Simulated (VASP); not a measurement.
Crystal: BaTiO3.

```xyz
5
Lattice="3.9831 0.0000 0.0000 0.0000 3.9831 0.0000 0.0000 0.0000 3.9831" Properties=species:S:1:pos:R:3 pbc="T T T"
Ba    1.9915    1.9915    1.9915
Ti    0.0000    0.0000    0.0000
O     1.9915    0.0000    0.0000
O     0.0000    1.9915    0.0000
O     0.0000    0.0000    1.9915
```

Base run:

```yaml
Program: VASP 6.6.1
Functional: HSE06
Potentials_or_basis: VASP PAW PBE potentials, release 64 (Ba_sv, Ti_sv, O)
Cutoff: 520 eV
k_mesh: 4 × 4 × 4
Occupations: gaussian, width 0.03 eV
Spin: no spin polarisation
```

Its results: band gap on the k mesh 3.19 eV, indirect (least direct gap 3.29 eV); pressure 1.0 GPa.

The run is repeated on the same cell with these changes: functional from HSE06 to PBEsol; further incar settings from ALGO = Normal; EDIFF = 1e-07; NBANDS = 28 to ALGO = Fast; EDIFF = 1e-07; NBANDS = 28. What comes out?

Band gap on the k mesh 1.71 eV, indirect (least direct gap 1.84 eV); pressure 0.2 GPa.

Caveats: the PAW data sets were made with another functional, which shifts forces and pressure a little; spin-orbit coupling is left out, which moves the levels of the heavy elements.
